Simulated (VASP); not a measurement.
Here is a VASP 6.6.1 calculation.

File INCAR:

```
SYSTEM = Rh
ALGO = Normal
EDIFF = 1E-7
ENCUT = 520
GGA = PE
ISIF = 2
ISMEAR = -1
ISPIN = 2
LASPH = .TRUE.
LCHARG = .TRUE.
LELF = .TRUE.
LMAXMIX = 4
LORBIT = 11
LREAL = .FALSE.
LVHAR = .TRUE.
LWAVE = .FALSE.
MAGMOM = 1
NBANDS = 18
NELM = 150
PREC = Accurate
SIGMA = 0.05
```

File KPOINTS:

```
k-points
0
G
  20 20 20
  0 0 0
```

The input POSCAR:

```
Rh
1.0
    2.6334539455      0.0000000000      0.0000000000
    0.0000000000      2.6334539455      0.0000000000
    0.0000000000      0.0000000000      2.6334539455
Rh
1
Direct
    0.0000000000      0.0000000000      0.0000000000
```

Potentials or basis: VASP PAW PBE potentials, release 64 (Rh_pv).

Run with:

```sh
$ cat potpaw_PBE.64/Rh_pv/POTCAR > POTCAR
$ mpirun -np 1 vasp_std > vasp.out
```

Question: Predict the band gap on the k mesh.

Answer: None (metal or under the smearing width).

Question: Predict the net moment.

Answer: 0.00 μB per cell.

Question: What does it give for the pressure?

Answer: -15.5 GPa.

Caveat: so large a pressure means that the cell lies far from this level's equilibrium, or that cutoff or potentials fall short.
